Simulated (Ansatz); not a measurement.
# Re: stiffness from a series of strains

```xyz
3
Lattice="1.3839 0.7990 6.6986 -1.3839 0.7990 6.6986 0.0000 -1.5980 6.6986" Properties=species:S:1:pos:R:3 pbc="T T T"
Re    0.0000    0.0000    0.0000
Re    0.0000    0.0000    4.4648
Re    0.0000    0.0000   15.6311
```

Atom numbers follow the list: Re1, Re2, Re3.

The cell is the one relaxed in the Materials Project (mp-975065), not relaxed further here; entries there can be hypothetical.

Spin polarisation is left out, and whether a magnetic state lies lower isn't shown here.

No spin–orbit coupling, which matters for the heavy atoms here.

Theory: DFT, PBE, all-electron LAPW, scalar-relativistic in Ansatz 0.2.0.

Sampling and basis: a Γ-centred 15×15×15 k mesh, Fermi–Dirac smearing of 0.05 eV, basis error target 0.5 meV/atom, no spin polarisation.

The strain is applied along the Cartesian axes of the cell as listed (the other components stay zero). Fractional coordinates are held (clamped ions).

σ is the change of stress from the unstrained cell, which is at 3.66 GPa; tension is positive, so slopes are stress–strain coefficients at that pressure. In a metal the k mesh adds noise.

Only quantities that a quadratic follows smoothly over the whole series are listed; rougher ones are left out.

| εzz | σzz (GPa) | σxx (GPa) |
| --- | --- | --- |
| -0.0300 | -23.06 | -7.58 |
| -0.0100 | -7.05 | -2.39 |
| 0.0000 | 0.00 | 0.00 |
| 0.0100 | 6.53 | 2.25 |
| 0.0200 | 12.57 | 4.37 |
| 0.0300 | 18.04 | 6.39 |

Question: Fit the series and read off the stiffness at zero strain.

Answer: Least-squares fits y = p0 + p1 x + p2 x² to the rows give σzz (GPa): p1 = 684, p2 = -2800; σxx (GPa): p1 = 233, p2 = -660. So C33 = 684 GPa and C13 = 233 GPa, for these axes.

Question: One run, at εzz = -0.0200, is withheld. Predict its row.

Answer: The fits give -14.80, -4.92; the run gave -14.71, -4.92.
